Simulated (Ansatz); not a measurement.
Crystal: Ge.

```
CELL_PARAMETERS angstrom
-2.57449 2.57449 1.39741
2.57449 -2.57449 1.39741
2.57449 2.57449 -1.39741
ATOMIC_POSITIONS crystal
Ge 0.50000 0.50000 0.00000
Ge 0.25000 0.75000 0.50000
```

This isn't the form of Ge at room conditions, which is diamond.

| Property | Result |
| --- | --- |
| Program | Ansatz 0.2.0 |
| Task | relaxation of cell and atoms |
| Functional | PBE |
| Potentials or basis | Ansatz PAW |
| Cutoff | 420 eV (not typed: the program's choice for these potentials) |
| k mesh | 11 × 11 × 11 |
| Occupations | fermi-dirac, width 0.05 eV |
| Spin | no spin polarisation |

At the start: volume 18.52 Å³/atom.

Problem. How do energy, volume and symmetry change on relaxing?

Solution. It ends after 6 steps and the volume is 19.33 Å³/atom (+4.3 %); space group I4_1/amd (No. 141, to 0.05 Å).

Step by step:
```csv
step,energy change (eV),largest force (eV/Å),volume (Å³)
1,0.0000,0.0000,37.05
2,-0.0141,0.0000,39.01
3,-0.0151,0.0000,38.67
4,-0.0152,0.0000,38.63
5,-0.0152,0.0000,38.65
6,-0.0155,0.0000,38.65
```

Final structure:
```
Ge
1.0
    -2.61490    2.61490    1.41331
     2.61490   -2.61490    1.41331
     2.61490    2.61490   -1.41331
Ge
2
Cartesian
  0.0000 0.0000 1.4133
  2.6149 0.0000 0.7067
```

Caveat: the plane-wave basis is chosen anew once the cell has moved, so the energies of steps on either side of that aren't comparable.
